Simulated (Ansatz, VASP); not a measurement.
# One calculation of TaN, two programs

```
Ta N
1.0
    -0.02179    2.16811    2.16811
     2.16811   -0.02179    2.16811
     2.16811    2.16811   -0.02179
Ta N
1 1
Direct
  0.50000 0.50000 0.50000
  0.00000 0.00000 0.00000
```

Change from the starting cell: equal xy, yz and zx shear strains of -1 %, crystal datasets.

Alike in both runs: task electric field gradients; functional PBEsol; k mesh 9 × 9 × 9; occupations fermi-dirac, width 0.02 eV; no spin polarisation.

```csv
,VASP,Ansatz
version,VASP 6.6.1,Ansatz 0.2.0
potentials or method,"VASP PAW PBE potentials, release 64 (Ta_pv, N), cutoff 520 eV","all-electron PAW with datasets made for the crystal, scalar-relativistic"
```

Ansatz gave:

```
pressure (GPa)                                                 : 4.4
largest component of the traceless stress (GPa)                : 0.57
Vzz of the field gradient on the site that differs most (V/Å²) : -0.5
```

Task: What did VASP give for the same quantities?

Result: Pressure (GPa): 5.5; largest component of the traceless stress (GPa): 0.52; Vzz of the field gradient on the site that differs most (V/Å²): 2.1.

Ansatz ran all-electron here, so the differences hold the error of VASP's frozen core and of both bases. Ansatz warned: «gradients_without_spin_orbit».

Caveats: the PAW data sets were made with another functional, which shifts forces and pressure a little (VASP). The runs have no spin-orbit coupling, so splittings on Ta are missing.
